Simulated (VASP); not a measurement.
# CaS (Fm-3m) in VASP: a series of runs

One crystal, CaS, is run at these levels: PBE+D3(BJ); tasks: relaxation of cell and atoms, electrostatic potential.

Program: VASP 6.6.1. These are calculated values, not measurements. Logs are shortened: lines on timing, memory, paths and dates and some standing lists are left out, and cuts for length are marked.

### Step 1. The crystal as given

The structure is cubic, space group Fm-3m (No. 225). The conventional cell has a = 5.650 Å, b = 5.650 Å, c = 5.650 Å, α = 90.00°, β = 90.00°, γ = 90.00°. Around Ca (site symmetry m-3m) lie 6 S at 2.83 Å. S (site symmetry m-3m) has 6 Ca at 2.83 Å as nearest neighbours.

The cell was built by a generator and needn't be a form met in nature.

### Step 2. Relaxation of cell and atoms, PBE+D3(BJ)

INCAR reads:

```
PREC = Accurate
ENCUT = 600
EDIFF = 1E-6
ISMEAR = 0
SIGMA = 0.02
LREAL = False
LASPH = True
NELM = 120
ALGO = Normal
ISIF = 3
LWAVE = False
LCHARG = False
GGA = PE
IVDW = 12
IBRION = 2
NSW = 40
EDIFFG = -0.005
```

KPOINTS reads:

```
regular mesh
0
Gamma
  8 8 8
```

POSCAR reads:

```
CaS
1.0
    0.0000000000      2.8250000000      2.8250000000
    2.8250000000      0.0000000000      2.8250000000
    2.8250000000      2.8250000000      0.0000000000
Ca S
1 1
Direct
    0.0000000000      0.0000000000      0.0000000000
    0.5000000000      0.5000000000      0.5000000000
```

Potentials or basis: VASP PAW PBE potentials, release 64 (Ca_sv, S).

The run is started by

```
$ cat potpaw_PBE.64/Ca_sv/POTCAR potpaw_PBE.64/S/POTCAR > POTCAR
$ mpirun -np 1 vasp_std > vasp.out
```

OUTCAR:

```text
PREC = Accurate
   ENCUT = 600
   EDIFF = 1E-6
   ISMEAR = 0
   LREAL = False
   LASPH = True
   NELM = 120
   ISIF = 3
   GGA = PE
   IVDW = 12
   IBRION = 2
   NSW = 40
   EDIFFG = -0.005
 IVDW          = 12

 ion  position               nearest neighbor table
   1  0.000  0.000  0.000-   2 2.83   2 2.83   2 2.83   2 2.83   2 2.83   2 2.83
   2  0.500  0.500  0.500-   1 2.83   1 2.83   1 2.83   1 2.83   1 2.83   1 2.83

  LATTYP: Found a face centered cubic cell.
 ALAT       =     5.6500000000

  Lattice vectors:

 A1 = (   0.0000000000,   2.8250000000,   2.8250000000)
 A2 = (   2.8250000000,   0.0000000000,   2.8250000000)
 A3 = (   2.8250000000,   2.8250000000,   0.0000000000)

Analysis of symmetry for initial positions (statically):
=====================================================================
 Subroutine PRICEL returns:
 Original cell was already a primitive cell.

 Routine SETGRP: Setting up the symmetry group for a
 face centered cubic supercell.

 Subroutine GETGRP returns: Found 48 space group operations
 (whereof 48 operations were pure point group operations)
 out of a pool of 48 trial point group operations.

The static configuration has the point symmetry O_h .

Analysis of symmetry for dynamics (positions and initial velocities):
=====================================================================
 Subroutine PRICEL returns:
 Original cell was already a primitive cell.

 Routine SETGRP: Setting up the symmetry group for a
 face centered cubic supercell.

 Subroutine GETGRP returns: Found 48 space group operations
 (whereof 48 operations were pure point group operations)
 out of a pool of 48 trial point group operations.

The dynamic configuration has the point symmetry O_h .

 Subroutine INISYM returns: Found 48 space group operations
 (whereof 48 operations are pure point group operations),
 and found     1 'primitive' translations

----------------------------------------------------------------------------------------

                                     Primitive cell

  volume of cell :      45.0905

  direct lattice vectors                    reciprocal lattice vectors
     0.000000000  2.825000000  2.825000000    -0.176991150  0.176991150  0.176991150
     2.825000000  0.000000000  2.825000000     0.176991150 -0.176991150  0.176991150
     2.825000000  2.825000000  0.000000000     0.176991150  0.176991150 -0.176991150

  length of vectors
     3.995153314  3.995153314  3.995153314     0.306557665  0.306557665  0.306557665

  position of ions in fractional coordinates (direct lattice)
     0.000000000  0.000000000  0.000000000
     0.500000000  0.500000000  0.500000000

  ion indices of the primitive-cell ions
   primitive index   ion index
                 1           1
                 2           2

----------------------------------------------------------------------------------------

 KPOINTS: regular mesh

Automatic generation of k-mesh.
 Grid dimensions read from file:
 generate k-points for:    8    8    8

 Generating k-lattice:

  Cartesian coordinates                     Fractional coordinates (reciprocal lattice)
    -0.022123894  0.022123894  0.022123894     0.125000000  0.000000000  0.000000000
     0.022123894 -0.022123894  0.022123894     0.000000000  0.125000000  0.000000000
     0.022123894  0.022123894 -0.022123894     0.000000000  0.000000000  0.125000000

  Length of vectors
     0.038319708  0.038319708  0.038319708

  Shift w.r.t. Gamma in fractional coordinates (k-lattice)
     0.000000000  0.000000000  0.000000000

 Subroutine IBZKPT returns following result:
 ===========================================

 Found     29 irreducible k-points:

 Following reciprocal coordinates:
            Coordinates               Weight
  0.000000  0.000000  0.000000      1.000000
  0.125000  0.000000  0.000000      8.000000
  0.250000  0.000000  0.000000      8.000000
  0.375000  0.000000  0.000000      8.000000
  0.500000  0.000000  0.000000      4.000000
  0.125000  0.125000  0.000000      6.000000
[... 16 lines left out ...]
  0.500000  0.250000  0.125000     48.000000
 -0.375000  0.250000  0.125000     24.000000
 [... further k-points ...]
   k-points           NKPTS =     29   k-points in BZ     NKDIM =     29   number of bands    NBANDS=     12
   number of dos      NEDOS =    301   number of ions     NIONS =      2
   total plane-waves  NPLWV =  32768
   dimension x,y,z NGX =    32 NGY =   32 NGZ =   32
   dimension x,y,z NGXF=    64 NGYF=   64 NGZF=   64
   ions per type =               1   1
   NGX,Y,Z   is equivalent  to a cutoff of  13.32, 13.32, 13.32 a.u.
   NGXF,Y,Z  is equivalent  to a cutoff of  26.63, 26.63, 26.63 a.u.
 SYSTEM =  unknown system
   PREC   = accura    normal or accurate (medium, high low for compatibility)
   ISTART =      0    job   : 0-new  1-cont  2-samecut
   ICHARG =      2    charge: 1-file 2-atom 10-const
   ISPIN  =      1    spin polarized calculation?
   LNONCOLLINEAR =      F non collinear calculations
   LSORBIT =      F    spin-orbit coupling
   LASPH  =      T    aspherical Exc in radial PAW
   ENCUT  =  600.0 eV  44.10 Ry    6.64 a.u.   7.98  7.98  7.98*2*pi/ulx,y,z
   NELM   =    120;   NELMIN=  2; NELMDL= -5     # of ELM steps
   EDIFF  = 0.1E-05   stopping-criterion for ELM
   LREAL  =      F    real-space projection
   EDIFFG = -.5E-02   stopping-criterion for IOM
   NSW    =     40    number of steps for IOM
   IBRION =      2    ionic relax: 0-MD 1-quasi-New 2-CG
   NFREE  =      1    steps in history (QN), initial steepest desc. (CG)
   ISIF   =      3    stress and relaxation
   ISYM   =      2    0-nonsym 1-usesym 2-fastsym
   POTIM  = 0.5000    time-step for ionic-motion
   TEBEG  =    0.0;   TEEND  =   0.0 temperature during run
   PSTRESS=    0.0 pullay stress
   NELECT =      16.0000    total number of electrons
   NUPDOWN=      -1.0000    fix difference up-down
   EMIN   =  10.00;   EMAX   =-10.00  energy-range for DOS
   EFERMI =   0.00;   METHOD = LEGACY
   ISMEAR =     0;   SIGMA  =   0.02  broadening in eV -4-tet -1-fermi 0-gaus
   EFERMI_NEDOS =   21; number of points for ismear=-14 and -15
   IALGO  =     38    algorithm
   IMIX   =      4    mixing-type and parameters
     AMIX     =   0.40;   BMIX     =  1.00
     AMIX_MAG =   1.60;   BMIX_MAG =  1.00
  volume/ion in A,a.u.               =      22.55       152.14
  Fermi-wavevector in a.u.,A,eV,Ry     =   1.159008  2.190207 18.276695  1.343299
  Thomas-Fermi vector in A             =   2.295605
   LORBIT       =      0    0 simple, 1 ext, 2 COOP (PROOUT), +10 PAW based schemes
   GGA     = PE    functional components
   LHFCALC =     F    Hartree Fock is set to
   AEXX    =    0.0000 exact exchange contribution
   IVDW    =    12    specifies the selected vdW correction
   LEPSILON=     F    determine dielectric tensor
   LRPA    =     F    only Hartree local field effects (RPA)
 conjugate gradient relaxation of ions
 non-spin polarized calculation
 Gauss-broadening in eV      SIGMA  =   0.02
  energy-cutoff  :      600.00
  volume of cell :       45.09
 maximum number of plane-waves:      1540
   NGX = 15   NGY = 15   NGZ = 15

--------------------------------------- Ionic step        1  -------------------------------------------

 number of electron      15.9999999 magnetization

 Free energy of the ion-electron system (eV)
  ---------------------------------------------------
  ext. energy  EPLUGINS =         0.00000000
  ---------------------------------------------------
  free energy    TOTEN  =       -10.35464408 eV

  energy without entropy =      -10.35464408  energy(sigma->0) =      -10.35464408

------------------------ aborting loop because EDIFF is reached ----------------------------------------

 Edisp (eV)   -0.68573

 E8    (eV) :    -0.3026

  FORCE on cell =-STRESS in cart. coord.  units (eV):
  Direction    XX          YY          ZZ          XY          YZ          ZX
  --------------------------------------------------------------------------------------
  -------------------------------------------------------------------------------------
  Total      -0.08670    -0.08670    -0.08670    -0.00000     0.00000     0.00000
  in kB      -3.08080    -3.08080    -3.08080    -0.00000     0.00000     0.00000
  external pressure =       -3.08 kB  Pullay stress =        0.00 kB
[... 61 lines left out ...]
  energy  without entropy=      -11.0405809190  energy(sigma->0) =      -11.04058092

--------------------------------------- Ionic step        3  -------------------------------------------

 number of electron      15.9999999 magnetization

 Free energy of the ion-electron system (eV)
  ---------------------------------------------------
  ext. energy  EPLUGINS =         0.00000000
  ---------------------------------------------------
  free energy    TOTEN  =       -10.35132400 eV

  energy without entropy =      -10.35132400  energy(sigma->0) =      -10.35132400

 E-fermi :   3.0743     XC(G=0):  -9.4401

 val. band max:        2.9356189923   @ k =   0.0000   0.0000   0.0000
 cond. band min:       5.2252148195   @ k =   0.5000   0.5000   0.0000
 fundamental gap:      2.2895958273
 Fermi energy:         3.0742901776

 k-point     1 :       0.0000    0.0000    0.0000
  band No.  band energies     occupation
      1     -36.1633      2.00000
      2     -17.1469      2.00000
      3     -17.1469      2.00000
      4     -17.1469      2.00000
      5      -8.4870      2.00000
      6       2.9356      2.00000
      7       2.9356      2.00000
      8       2.9356      2.00000
      9       7.0941      0.00000
     10       7.0941      0.00000
     11       7.0941      0.00000
     12       7.2658      0.00000
[... 331 lines left out ...]
 k-point    24 :      -0.3750    0.2500    0.1250
  band No.  band energies     occupation
      1     -36.1479      2.00000
      2     -17.3019      2.00000
      3     -17.2028      2.00000
      4     -17.1763      2.00000
      5      -7.6567      2.00000
      6       0.2218      2.00000
      7       1.3834      2.00000
      8       1.7161      2.00000
      9       7.9597      0.00000
     10       8.2902      0.00000
     11       9.4778      0.00000
     12       9.8253      0.00000

 [... further k-points ...]

------------------------ aborting loop because EDIFF is reached ----------------------------------------

 Edisp (eV)   -0.68927

 E8    (eV) :    -0.3042

  FORCE on cell =-STRESS in cart. coord.  units (eV):
  Direction    XX          YY          ZZ          XY          YZ          ZX
  --------------------------------------------------------------------------------------
  -------------------------------------------------------------------------------------
  Total       0.00696     0.00696     0.00696    -0.00000     0.00000     0.00000
  in kB       0.24872     0.24872     0.24872    -0.00000     0.00000     0.00000
  external pressure =        0.25 kB  Pullay stress =        0.00 kB
[... 17 lines left out ...]
  FREE ENERGIE OF THE ION-ELECTRON SYSTEM (eV)
  ---------------------------------------------------
  free  energy   TOTEN  =       -11.0405947865 eV

  energy  without entropy=      -11.0405947865  energy(sigma->0) =      -11.04059479

 reached required accuracy - stopping structural energy minimisation
```

Wall time 47 s (1 thread of AMD EPYC 7R43 (Zen 3), shared host); peak memory 0.16 GiB.

Results:

```
Free energy                            : -11.0406 eV
Relaxed volume                         : 22.43 Å³/atom
Relaxed cell                           : a = 3.988 Å, b = 3.988 Å, c = 3.988 Å, α = 60.00°, β = 60.00°, γ = 60.00°
Space group after relaxing (to 0.05 Å) : Fm-3m (No. 225)
Energy gained by relaxing              : 0.1 meV/atom
Ionic steps                            : 3
Pressure after relaxing                : 0.0 GPa
Band gap on the k mesh                 : 2.29 eV, indirect (least direct gap 3.12 eV)
Dispersion energy per atom             : -0.345 eV
```

Step by step:
| step | energy change (eV) | largest force (eV/Å) | pressure (GPa) | volume (Å³) |
| --- | --- | --- | --- | --- |
| 1 | 0.0000 | 0.0000 | -0.31 | 45.09 |
| 2 | -0.0002 | 0.0000 | 0.09 | 44.81 |
| 3 | -0.0002 | 0.0000 | 0.02 | 44.87 |

Final structure:
```cif
data_structure
_symmetry_space_group_name_H-M 'P 1'
_symmetry_Int_Tables_number 1
_cell_length_a 3.9885
_cell_length_b 3.9885
_cell_length_c 3.9885
_cell_angle_alpha 60.000
_cell_angle_beta 60.000
_cell_angle_gamma 60.000
_cell_volume 44.87
loop_
_atom_site_label
_atom_site_type_symbol
_atom_site_fract_x
_atom_site_fract_y
_atom_site_fract_z
_atom_site_occupancy
Ca1 Ca 0.00000 0.00000 0.00000 1
S1 S 0.50000 0.50000 0.50000 1
```

Levels at points of the mesh, in eV from the valence-band top:
| k point | band 6 | band 7 | band 8 | band 9 | band 10 | band 11 |
| --- | --- | --- | --- | --- | --- | --- |
| (0.00, 0.00, 0.00) | 0.00 | 0.00 | 0.00 | 4.16 | 4.16 | 4.16 |
| (0.50, 0.00, 0.00) | -3.19 | -1.22 | -1.22 | 5.28 | 6.16 | 6.29 |
| (0.50, 0.50, 0.00) | -2.33 | -0.83 | -0.83 | 2.29 | 5.66 | 6.16 |

### Step 3. Electrostatic potential, PBE+D3(BJ)

This run uses another cell than the first one, of 22.43 Å³/atom, 0.995 times its volume.

INCAR reads:

```
PREC = Accurate
ENCUT = 520
EDIFF = 1E-6
ISMEAR = 0
SIGMA = 0.02
LREAL = F
LASPH = T
NELM = 100
ALGO = Normal
ISIF = 2
LWAVE = F
LCHARG = T
GGA = PE
IVDW = 12
LVHAR = T
```

KPOINTS reads:

```
Automatic mesh
0
Gamma
  8 8 8
```

POSCAR reads:

```
CaS                                     
1.0
   -0.0000000000      2.8202896959      2.8202896959
    2.8202896959      0.0000000000      2.8202896959
    2.8202896959      2.8202896959      0.0000000000
  Ca              S             
     1     1
Direct
     0.0000000000000000    0.0000000000000000    0.0000000000000000
     0.5000000000000000    0.5000000000000000    0.5000000000000000
```

Potentials or basis: VASP PAW PBE potentials, release 64 (Ca_sv, S).

The run is started by

```
$ cat potpaw_PBE.64/Ca_sv/POTCAR potpaw_PBE.64/S/POTCAR > POTCAR
$ mpirun -np 1 vasp_std > vasp.out
```

OUTCAR:

```text
PREC = Accurate
   ENCUT = 520
   EDIFF = 1E-6
   ISMEAR = 0
   LREAL = F
   LASPH = T
   NELM = 100
   ISIF = 2
   GGA = PE
   IVDW = 12
 IVDW          = 12

 ion  position               nearest neighbor table
   1  0.000  0.000  0.000-   2 2.82   2 2.82   2 2.82   2 2.82   2 2.82   2 2.82
   2  0.500  0.500  0.500-   1 2.82   1 2.82   1 2.82   1 2.82   1 2.82   1 2.82

  LATTYP: Found a face centered cubic cell.
 ALAT       =     5.6405793918

  Lattice vectors:

[... 548 lines left out ...]

------------------------ aborting loop because EDIFF is reached ----------------------------------------

 Edisp (eV)   -0.68927

 E8    (eV) :    -0.3042

  FORCE on cell =-STRESS in cart. coord.  units (eV):
  Direction    XX          YY          ZZ          XY          YZ          ZX
  --------------------------------------------------------------------------------------
  -------------------------------------------------------------------------------------
  Total      -0.01102    -0.01102    -0.01102    -0.00000     0.00000     0.00000
  in kB      -0.39348    -0.39348    -0.39348    -0.00000     0.00000     0.00000
  external pressure =       -0.39 kB  Pullay stress =        0.00 kB

 VOLUME and BASIS-vectors are now :
 -----------------------------------------------------------------------------
  energy-cutoff  :      520.00
  volume of cell :       44.87
      direct lattice vectors                 reciprocal lattice vectors
     0.000000000  2.820289696  2.820289696    -0.177286752  0.177286752  0.177286752
     2.820289696  0.000000000  2.820289696     0.177286752 -0.177286752  0.177286752
     2.820289696  2.820289696  0.000000000     0.177286752  0.177286752 -0.177286752

 POSITION                                       TOTAL-FORCE (eV/Angst)
 -----------------------------------------------------------------------------------
      0.00000      0.00000      0.00000         0.000000      0.000000     -0.000000
      2.82029      2.82029      2.82029        -0.000000     -0.000000      0.000000
 -----------------------------------------------------------------------------------
    total drift:                               -0.000000      0.000000      0.000000

  FREE ENERGIE OF THE ION-ELECTRON SYSTEM (eV)
  ---------------------------------------------------
  free  energy   TOTEN  =       -11.0400125320 eV

  energy  without entropy=      -11.0400125320  energy(sigma->0) =      -11.04001253
```

OSZICAR:

```text
N       E                     dE             d eps       ncg     rms          rms(c)
DAV:   1     0.111374573738E+03    0.11137E+03   -0.80608E+03   696   0.127E+03
DAV:   2    -0.457079221663E+01   -0.11595E+03   -0.11056E+03   792   0.291E+02
DAV:   3    -0.102843093591E+02   -0.57135E+01   -0.56646E+01   892   0.614E+01
DAV:   4    -0.105984877611E+02   -0.31418E+00   -0.31386E+00  1216   0.128E+01
DAV:   5    -0.106015172429E+02   -0.30295E-02   -0.30292E-02   868   0.129E+00    0.509E+00
DAV:   6    -0.103531046617E+02    0.24841E+00   -0.60101E-01   872   0.399E+00    0.354E+00
DAV:   7    -0.103449063659E+02    0.81983E-02   -0.15076E-01  1092   0.250E+00    0.177E+00
DAV:   8    -0.103505039548E+02   -0.55976E-02   -0.21678E-02   872   0.140E+00    0.165E-01
DAV:   9    -0.103504557920E+02    0.48163E-04   -0.18589E-03   888   0.387E-01    0.998E-02
DAV:  10    -0.103507115177E+02   -0.25573E-03   -0.54865E-04  1052   0.196E-01    0.303E-02
DAV:  11    -0.103507432310E+02   -0.31713E-04   -0.14105E-04   896   0.119E-01    0.188E-02
DAV:  12    -0.103507419870E+02    0.12440E-05   -0.12043E-05   908   0.255E-02    0.518E-03
DAV:  13    -0.103507417445E+02    0.24252E-06   -0.52643E-07   616   0.711E-03
   1 F= -.11040013E+02 E0= -.11040013E+02  d E =-.853466E-26
```

stdout:

```text
POSCAR found type information on POSCAR CaS
 POSCAR found :  2 types and       2 ions
 scaLAPACK will be used
 LDA part: xc-table for (Slater+PW92), standard interpolation
 POSCAR, INCAR and KPOINTS ok, starting setup
 FFT: planning ... GRIDC
 FFT: planning ... GRID_SOFT
 FFT: planning ... GRID
 WAVECAR not read
 entering main loop
```

Run time: 23 s. Hardware: 1 thread of AMD EPYC 7R43 (Zen 3), shared host; peak memory 0.15 GiB.

What came out:

| Quantity | Value |
| --- | --- |
| Free energy | -11.0400 eV |
| Pressure | 0.0 GPa |
| Band gap on the k mesh | 2.29 eV, indirect (least direct gap 3.12 eV) |
| Dispersion energy per atom | -0.345 eV |

Levels at points of the mesh, in eV from the valence-band top:
```csv
k point,band 4,band 5,band 6,band 7,band 8,band 9,band 10,band 11,band 12
"(0.00, 0.00, 0.00)",-20.08,-11.42,0.00,0.00,0.00,4.16,4.16,4.16,4.33
"(0.50, 0.00, 0.00)",-20.10,-10.55,-3.19,-1.22,-1.22,5.28,6.16,6.29,6.29
"(0.50, 0.50, 0.00)",-20.14,-10.77,-2.33,-0.83,-0.83,2.29,5.66,6.16,6.91
```

A k mesh can miss the band edges. PBE gaps usually lie below the measured ones, often by a third to a half.
